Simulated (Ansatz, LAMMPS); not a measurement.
# Relaxing amorphous SiO2 (96 atoms), part 2 of 3

Aim: bring amorphous SiO2 (96 atoms) to a nearby minimum of the energy and see what moves.

Ansatz 0.2.0; Kohn-Sham DFT, PBE, PAW (set soft_2), plane waves.

The cell: 32 Si and 64 O. The quench rate of 50 K/ps far exceeds what a furnace or splat quench reaches. The starting topology of bonds comes from the classical model. The Brillouin zone is sampled at Γ only, in a cell whose shortest periodic width is 11 Å.

So far. Step 4 (Relaxation): The relaxation changed the energy by -58.9 meV/atom, and atoms moved by 0.25 Å r.m.s., 1.1 Å at most.

**6. Single point at the relaxed geometry**

One more single point at the end of the walk gives the fuller output and checks the residual forces.

File input.yaml:

```yaml
crystal:
  lattice:
    - [11.4986, 0.0, 0.0]
    - [0.0, 11.4986, 0.0]
    - [0.0, 0.0, 11.4986]
  atoms:
    - { symbol: Si, position: [0.96411, 0.46685, 0.75996] }
    - { symbol: Si, position: [0.40107, 0.83527, 0.91674] }
    - { symbol: Si, position: [0.44195, 0.36561, 0.02097] }
    - { symbol: Si, position: [0.45628, 0.14319, 0.17382] }
    - { symbol: Si, position: [0.90788, 0.34621, 0.54152] }
    - { symbol: Si, position: [0.06982, 0.69422, 0.08592] }
    - { symbol: Si, position: [0.71997, 0.12234, 0.81514] }
    - { symbol: Si, position: [0.39277, 0.3659, 0.56052] }
    - { symbol: Si, position: [0.31527, 0.60517, 0.04941] }
    - { symbol: Si, position: [0.68583, 0.50016, 0.00089] }
    - { symbol: Si, position: [0.30538, 0.97199, 0.30141] }
    - { symbol: Si, position: [0.75906, 0.41668, 0.33112] }
    - { symbol: Si, position: [0.46113, 0.22223, 0.78453] }
    - { symbol: Si, position: [0.88387, 0.23933, 0.19938] }
    - { symbol: Si, position: [0.67975, 0.96944, 0.46857] }
    - { symbol: Si, position: [0.31946, 0.9778, 0.78988] }
    - { symbol: Si, position: [0.7444, 0.71887, 0.56826] }
    - { symbol: Si, position: [0.0702, 0.92226, 0.6851] }
    - { symbol: Si, position: [0.78731, 0.66211, 0.82861] }
    - { symbol: Si, position: [0.86111, 0.9883, 0.13246] }
    - { symbol: Si, position: [0.02281, 0.72182, 0.51559] }
    - { symbol: Si, position: [0.82973, 0.61658, 0.19862] }
    - { symbol: Si, position: [0.94583, 0.85211, 0.91852] }
    - { symbol: Si, position: [0.12819, 0.47533, 0.56374] }
    - { symbol: Si, position: [0.87345, 0.0816, 0.59484] }
    - { symbol: Si, position: [0.67799, 0.83199, 0.23345] }
    - { symbol: Si, position: [0.46577, 0.12574, 0.42992] }
    - { symbol: Si, position: [0.5604, 0.55019, 0.43829] }
    - { symbol: Si, position: [0.4361, 0.72399, 0.26643] }
    - { symbol: Si, position: [0.87998, 0.31012, 0.94541] }
    - { symbol: Si, position: [0.61057, 0.97472, 0.01676] }
    - { symbol: Si, position: [0.06084, 0.87309, 0.28281] }
    - { symbol: O, position: [0.09351, 0.48872, 0.70285] }
    - { symbol: O, position: [0.68211, 0.01753, 0.90545] }
    - { symbol: O, position: [0.3467, 0.05225, 0.18981] }
    - { symbol: O, position: [0.40935, 0.86263, 0.77379] }
    - { symbol: O, position: [0.97854, 0.36702, 0.85975] }
    - { symbol: O, position: [0.16409, 0.96668, 0.30693] }
    - { symbol: O, position: [0.34663, 0.47106, 0.01619] }
    - { symbol: O, position: [0.51825, 0.15515, 0.30076] }
    - { symbol: O, position: [0.78349, 0.0608, 0.70461] }
    - { symbol: O, position: [0.90645, 0.58521, 0.81507] }
    - { symbol: O, position: [0.91854, 0.95834, 0.00895] }
    - { symbol: O, position: [0.99589, 0.91328, 0.80405] }
    - { symbol: O, position: [0.26128, 0.42313, 0.55059] }
    - { symbol: O, position: [0.71633, 0.91602, 0.11396] }
    - { symbol: O, position: [0.42325, 0.27417, 0.12948] }
    - { symbol: O, position: [0.52328, 0.8687, 0.98457] }
    - { symbol: O, position: [0.9508, 0.62987, 0.1277] }
    - { symbol: O, position: [0.2007, 0.97288, 0.71319] }
    - { symbol: O, position: [0.56914, 0.05498, 0.50113] }
    - { symbol: O, position: [0.35567, 0.03556, 0.41837] }
    - { symbol: O, position: [0.41709, 0.2477, 0.48342] }
    - { symbol: O, position: [0.82535, 0.77973, 0.90017] }
    - { symbol: O, position: [0.76677, 0.32537, 0.22414] }
    - { symbol: O, position: [0.87577, 0.42643, 0.65652] }
    - { symbol: O, position: [0.03177, 0.79858, 0.39769] }
    - { symbol: O, position: [0.36109, 0.7048, 0.95523] }
    - { symbol: O, position: [0.93698, 0.27924, 0.0691] }
    - { symbol: O, position: [0.69104, 0.84855, 0.54171] }
    - { symbol: O, position: [0.38388, 0.10253, 0.7686] }
    - { symbol: O, position: [0.42182, 0.32168, 0.69207] }
    - { symbol: O, position: [0.88234, 0.70126, 0.53491] }
    - { symbol: O, position: [0.56475, 0.43477, 0.0272] }
    - { symbol: O, position: [0.35842, 0.83865, 0.2967] }
    - { symbol: O, position: [0.43288, 0.28077, 0.90915] }
    - { symbol: O, position: [0.77858, 0.40578, 0.96035] }
    - { symbol: O, position: [0.5475, 0.08095, 0.08263] }
    - { symbol: O, position: [0.96939, 0.22746, 0.30232] }
    - { symbol: O, position: [0.91203, 0.21468, 0.58934] }
    - { symbol: O, position: [0.03801, 0.38591, 0.50051] }
    - { symbol: O, position: [0.84596, 0.52885, 0.30679] }
    - { symbol: O, position: [0.37028, 0.6396, 0.17518] }
    - { symbol: O, position: [0.81625, 0.201, 0.88013] }
    - { symbol: O, position: [0.73143, 0.7016, 0.7067] }
    - { symbol: O, position: [0.78514, 0.74335, 0.24997] }
    - { symbol: O, position: [0.80069, 0.04088, 0.48003] }
    - { symbol: O, position: [0.04595, 0.76619, 0.96718] }
    [... 12 atom lines left out ...]
    - { symbol: O, position: [0.30305, 0.94283, 0.93141] }
    - { symbol: O, position: [0.47194, 0.64597, 0.37875] }
    - { symbol: O, position: [0.66517, 0.92913, 0.3324] }
    - { symbol: O, position: [0.07972, 0.79534, 0.62348] }
    - { symbol: O, position: [0.11224, 0.7848, 0.18512] }
    - { symbol: O, position: [0.81434, 0.11508, 0.15535] }
kpoints:
  mp_grid: { grid: [1, 1, 1] }
hamiltonian:
  xc: pbe
scf:
  occupations: { method: fermi_dirac, width: 0.025 }
output:
  forces: true
  stress: true
  populations: true
  dos:
    method: { smearing: { sigma: 0.08 } }
    de: 0.05
    projected: { site_lists: { O: [O], Si: [Si] } }
  eigenvalues: true
  write_density: true
  write_potential: true
  volumetric_format: npy
```

Command:

```bash
$ ansatz run input.yaml --threads 4 --pin off --max-ram 8192MiB --backend cpu --events-out ev --progress --plain --runs-dir out
```

Wall time 10 s (4 threads of Intel Xeon 6975P-C (Granite Rapids), shared host); peak memory 1.8 GiB; 38 s of CPU time.

The program notes that the exchange-correlation potential is rough where the density is thin.

Numbers from this run:

```yaml
free_energy: -56762.3527 eV
free_energy_per_atom: -591.2745 eV/atom
scf_cycles: 9
pressure: -0.915 GPa
r_m_s_force_component: 0.00323 eV/Å
longest_force: 0.01298 eV/Å
fermi_energy: 4.291 eV
spacing_of_highest_filled_and_lowest_empty_level: 2.78 eV
spilling_of_the_projection: 0.0138
```

Löwdin charges by element and coordination (they lack the spilled electrons, 0.074 e an atom on average):

```tsv
element	coordination	atoms	mean charge (e)	spread	least	most
O	all	64	-0.784	0.016	-0.864	-0.717
O	1	1	-0.864	0	-0.864	-0.864
O	2	62	-0.784	0.0095	-0.814	-0.762
O	3	1	-0.717	0	-0.717	-0.717
Si	all	32	1.79	0.0287	1.65	1.82
```

States in the cell by windows of 1 eV, zero at the Fermi level; the larger projections on atomic orbitals stand beside the total:

```tsv
from (eV)	to (eV)	total	O p	Si p	O s	Si s
-18	-17	2.0	0.1	0.3	1.5	0.1
-17	-14	0.0	0.0	0.0	0.0	0.0
-14	-13	0.6	0.4	0.0	0.0	0.1
-13	-12	18.0	12.0	0.7	0.6	4.6
-12	-11	14.8	10.1	1.1	0.6	2.8
-11	-10	21.6	15.5	2.6	0.8	2.4
-10	-9	38.9	29.9	7.4	0.3	0.7
-9	-8	28.8	22.5	5.5	0.2	0.3
-8	-7	26.6	21.1	3.2	1.6	0.2
-7	-6	60.1	52.7	4.1	1.8	0.1
-6	-5	85.2	79.3	3.0	1.2	0.1
-5	-4	73.0	70.2	1.2	0.6	0.1
-4	-3	10.4	10.1	0.1	0.0	0.0
-3	-2	2.0	1.7	0.0	0.1	0.0
-2	-1	4.0	3.6	0.3	0.0	0.0
-1	1	0.0	0.0	0.0	0.0	0.0
1	2	2.0	0.1	0.1	0.4	1.1
2	3	4.8	0.5	1.2	1.0	1.8
3	4	15.8	1.4	5.4	2.9	4.3
4	5	35.6	3.3	15.7	4.6	4.7
```

Between -24 and -18 eV lie 126 more states.

The levels nearest the highest filled one (over half full), pooled over k-points and spins:

```tsv
level less the highest filled one (eV)	occupation
-2.44	2
-2.35	2
-2.25	2
-1.48	2
-0.041	2
0	2
2.78	0
3.92	0
4.14	0
4.44	0
4.48	0
4.65	0
```

Valence density in the bc plane at fractional x = 0.678, with atoms of Si and O within 0.2 Å of it. It is the smooth field of the valence electrons, not physical close to the nuclei.

Ten steps, logarithmic in the rise over the least value, from '_' (0.0 e/Å³) to '@' (6.5 e/Å³), each cell a mean:
```
****==::..____________..::----::--==++++==::..__________..::==++
@@@@##==::..__________..::::----==**%%@@##++::..________..::++##
@@@@##==--::::..________......::--**@@@@%%++--..__________::==##
****++==------::..____________..::==**##**==::..__________..::++
--------==++++--::..____________..::------::::::..__________..::
..::::--==++==--::..__________________..::======--..____________
..::::::------::..____________________..--++****==::____________
....::........________________________..--++****==::..__________
__....________________________________..::--====--::::::::..____
....______________________________..::------------==**##**==::..
::::....________________________..::++####**==--==**@@@@%%**--::
----::..________________________..--##@@@@%%++--==++%%@@%%**==::
------..______________..........::--**%%%%##==::::--==++++==::..
----::..______________....::----::::--==++--::........::--====--
--::..________________..--==++++==--::......________..--++####**
==..________________..::--++####++--..__________....::==##@@@@##
--..______________....::--==****==--..______....::::--++##@@@@##
::______________..::::::::::----::....____....::----::--++++++==
..______________..::----::....................------::::------::
..______________....::::..____..::--====::....::::----==++++==--
::....______________....____..::==**##**==::......::--++##%%##++
--......__________________..::--==**##**==::______..::==##%%##++
--::....________________..::----==++++==::..________..--==++++==
----::..______________..::----::::------::..__________..::------
```
Columns run along b (11.5 Å), rows up along c (11.5 Å). Atoms in or near the plane, at fractional coordinates: Si at (0.50, 0.00), Si at (0.97, 0.47), Si at (0.83, 0.23), O at (0.02, 0.91), O at (0.85, 0.54), O at (0.62, 0.50), O at (0.60, 0.90), O at (0.93, 0.33).

Electrostatic potential energy in the bc plane at fractional x = 0.678, with atoms of Si and O within 0.2 Å of it. With pseudopotentials it is smooth inside the atoms' cores, unlike the true potential.

Ten even steps from '_' (-44 eV) to '@' (9 eV), each cell a mean:
```
++**%%@@@@@@@@@@@@@@@@@@@@##==____..++##%%@@@@@@@@@@@@@@%%%%##**
__..++%%%%@@@@@@@@@@@@@@@@%%##++++++::..==%%@@@@@@@@@@@@@@@@%%--
____==##**##%%@@@@@@@@@@@@@@@@%%%%**..__::##@@@@@@@@@@@@@@@@%%==
****++::..==##%%@@@@@@@@@@@@@@@@@@@@**==**%%%%@@@@@@@@@@@@@@@@%%
@@##==____--##%%@@@@@@@@@@@@@@@@@@@@@@@@@@%%@@@@@@@@@@@@@@@@@@@@
@@%%##++==**%%@@@@@@@@@@@@@@@@@@@@@@@@@@@@@@%%@@@@@@@@@@@@@@@@@@
@@@@%%%%%%%%@@@@@@@@@@@@@@@@@@@@@@@@@@@@@@%%**##@@@@@@@@@@@@@@@@
@@@@@@@@@@@@@@@@@@@@@@@@@@@@@@@@@@@@@@@@@@%%####@@@@@@@@@@@@@@@@
@@@@@@@@@@@@@@@@@@@@@@@@@@@@@@@@@@@@@@@@@@%%%%##%%@@@@@@@@@@@@@@
@@@@@@@@@@@@@@@@@@@@@@@@@@@@@@@@@@@@@@@@%%##**++**%%**++##@@@@@@
##%%@@@@@@@@@@@@@@@@@@@@@@@@@@@@@@@@%%**==++++++****..__::**##**
::**%%@@@@@@@@@@@@@@@@@@@@@@@@@@@@@@**..__::########--..::==..__
__==%%@@@@@@@@@@@@@@@@@@@@@@@@@@@@@@##--::++%%@@@@@@%%%%##::____
::**%%@@@@@@@@@@@@@@@@@@@@@@@@@@@@@@@@%%%%@@@@@@@@@@@@@@%%==..__
##%%@@@@@@@@@@@@@@@@@@@@%%%%####%%@@@@@@@@@@@@@@@@@@@@@@##++==++
@@@@@@@@@@@@@@@@@@@@@@%%##**====%%@@@@@@@@@@@@@@@@%%%%%%==____==
@@@@@@@@@@@@@@@@@@@@@@%%####**##%%@@@@@@@@@@@@@@%%**++++==....**
@@@@@@@@@@@@@@@@@@@@@@@@%%%%%%@@@@@@@@@@@@@@@@%%**..____::**##@@
@@@@@@@@@@@@@@@@@@@@@@@@@@@@@@@@@@@@@@@@@@@@@@%%++______..**%%@@
@@@@@@@@@@@@@@@@@@@@@@@@@@@@@@@@@@@@@@@@@@@@@@%%##==::::++##%%@@
@@@@@@@@@@@@@@@@@@@@@@@@@@@@@@@@@@##++##@@@@@@@@%%%%####++--==%%
%%%%@@@@@@@@@@@@@@@@@@@@@@@@%%%%##**==**@@@@@@@@@@@@@@%%++::--##
**%%%%@@@@@@@@@@@@@@@@@@@@%%**::::==**%%@@@@@@@@@@@@@@@@%%****++
++##%%@@@@@@@@@@@@@@@@@@@@##::______++%%@@@@@@@@@@@@@@@@%%##++==
```
Columns run along b (11.5 Å; values clipped at the 3rd and 97th percentile), rows up along c (11.5 Å). Atoms in or near the plane, at fractional coordinates: Si at (0.50, 0.00), Si at (0.97, 0.47), Si at (0.83, 0.23), O at (0.02, 0.91), O at (0.85, 0.54), O at (0.62, 0.50), O at (0.60, 0.90), O at (0.93, 0.33).

Mean Löwdin charges: O -0.78, Si +1.79 e (they miss 1.4 % of the electrons, so they add up to more than the cell's charge). The largest share in the top eV of filled states is O p (92 % of the projected weight), and in the lowest eV of empty states Si s (65 % of the projected weight).

The surroundings of O46, which has 3 bonded neighbours where the commonest count for O is 2, nearest first, numbered as they follow in the input and with coordinates relative to it.

```tsv
atom	x	y	z	distance (Å)	bonds	Löwdin charge (e)
O46	0.00	0.00	0.00	0.00	3	-0.72
Si26	-0.44	-0.97	1.37	1.74	4	1.76
Si31	-1.22	0.67	-1.12	1.78	4	1.78
Si20	1.66	0.83	0.21	1.87	4	1.76
O93	-0.59	0.15	2.51	2.58	2	-0.78
O96	1.13	2.29	0.48	2.60	2	-0.77
O76	0.79	-1.99	1.56	2.65	2	-0.78
O43	2.33	0.49	-1.21	2.66	2	-0.77
O79	-1.83	-1.67	1.04	2.69	2	-0.78
O34	-0.39	1.17	-2.40	2.70	2	-0.78
O48	-2.22	-0.54	-1.49	2.73	2	-0.77
O68	-1.94	1.90	-0.36	2.74	2	-0.78
```

The column of bonds counts only the pairs O-Si within 2.16 Å; other neighbours, such as metal atoms beside each other in a compound, aren't counted, and periodic images can show an atom twice.

**7. Functional HSE06**

HSE06 mixes in a quarter of exact exchange at short range, which counters self-interaction, at a higher cost.

This step: Kohn-Sham DFT, HSE06, PAW (set soft_2), plane waves (Ansatz 0.2.0).

input.yaml, as its differences from that of step 6:

```diff
@@ -10,3 +10,3 @@
 hamiltonian:
-  xc: pbe
+  xc: hse06
 scf:
@@ -22,4 +22 @@
   eigenvalues: true
-  write_density: true
-  write_potential: true
-  volumetric_format: npy
```

It took 3 min on 4 threads; peak memory 4.6 GiB.

The program notes that the exchange threshold is loose for the stress and the SCF threshold is loose for the stress.

Geometry and reference: those of the single point at the relaxed geometry.

Forces differ from those of the single point at the relaxed geometry by 193 meV/Å r.m.s.; the pressure by -4.3 GPa and the gap by +1.6 eV. It took 3 min and 19 cycles; the reference's time can't be set against it, since the two runs asked for unlike analyses.

Numbers from this run:

```
free energy                                      : -56772.0119 eV
free energy per atom                             : -591.3751 eV/atom
SCF cycles                                       : 19
pressure                                         : -5.262 GPa
r.m.s. force component                           : 0.1935 eV/Å
longest force                                    : 0.8818 eV/Å
Fermi energy                                     : 3.98 eV
gap (highest filled to lowest empty level) : 4.412 eV
spilling of the projection                       : 0.014
```

Length of the force by element and coordination:

```tsv
element	coordination	atoms	mean length of the force (eV/Å)	spread	least	most
O	all	64	0.370	0.171	0.0753	0.882
O	1	1	0.874	0	0.874	0.874
O	2	62	0.364	0.160	0.0753	0.882
O	3	1	0.198	0	0.198	0.198
Si	all	32	0.0686	0.0291	0.0227	0.135
```

(Part 2 of 3 ends here.)

[Logs are printed without paths, hosts, clocks, repeated set-up lines and the standing remarks that a program may print on its own settings, such as how far it seeks lower states.]

[Hosts, paths, dates, database ids (printed as entryN), source tags and the programs' standing remarks are cut or masked in the printed files.]
